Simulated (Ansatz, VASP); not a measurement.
Sb in VASP and in Ansatz

The input INCAR:

```
ALGO = Normal
EDIFF = 1E-6
ENCUT = 520
ISIF = 2
ISMEAR = -1
LASPH = True
LCHARG = True
LELF = True
LREAL = False
LVHAR = True
LWAVE = False
NBANDS = 8
NELM = 100
PREC = Accurate
SIGMA = 0.15
```

Contents of KPOINTS:

```
k-points
0
Gamma
  5 5 5
```

File POSCAR:

```
Sb
1.0
    3.5107790000      0.0000000000      0.0000000000
    0.6789527250      3.4445017614      0.0000000000
   -2.0948657819     -1.7222508144      2.2295646828
Sb
1
Direct
    0.0000000000      0.0000000000      0.0000000000
```

Input for Ansatz:

```yaml
crystal:
  lattice:
    - [3.510779, 0.0, 0.0]
    - [0.678952725039137, 3.4445017613586626, 0.0]
    - [-2.0948657819404604, -1.7222508144328752, 2.2295646827758286]
  atoms:
    - { symbol: Sb, position: [0.0, 0.0, 0.0] }
basis:
  ecutwfc: 557.833418042754
kpoints:
  mp_grid:
    grid: [5, 5, 5]
hamiltonian:
  xc: lda
scf:
  convergence:
    dr2_threshold: 1.0e-10
  occupations:
    method: fermi_dirac
    width: 0.15
output:
  forces: true
  stress: true
```

This isn't the form of Sb at room conditions, which is rhombohedral.

Alike in both runs: task single point; functional LDA; k mesh 5 × 5 × 5; occupations fermi-dirac, width 0.15 eV; no spin polarisation.

|  | VASP | Ansatz |
| --- | --- | --- |
| version | VASP 6.6.1 | Ansatz 0.2.0 |
| potentials or method | VASP PAW LDA potentials, release 64 (Sb) | plane waves, PAW |
| plane-wave cutoff (eV) | 520 | 558 |
| valence electrons in the cell | 5 | 15 |

Ansatz gave:

```
pressure (GPa)                                  : -2.4
largest component of the traceless stress (GPa) : 0.09
```

**Question.** What did VASP give for the same quantities?

**Answer.** Pressure (GPa): -2.3; largest component of the traceless stress (GPa): 0.14.

The two sets of potentials don't hold the same shells in valence.

Caveats: the k mesh is coarse (spacing up to 0.56 Å⁻¹), so the values aren't converged. The runs have no spin-orbit coupling, so splittings on Sb are missing.
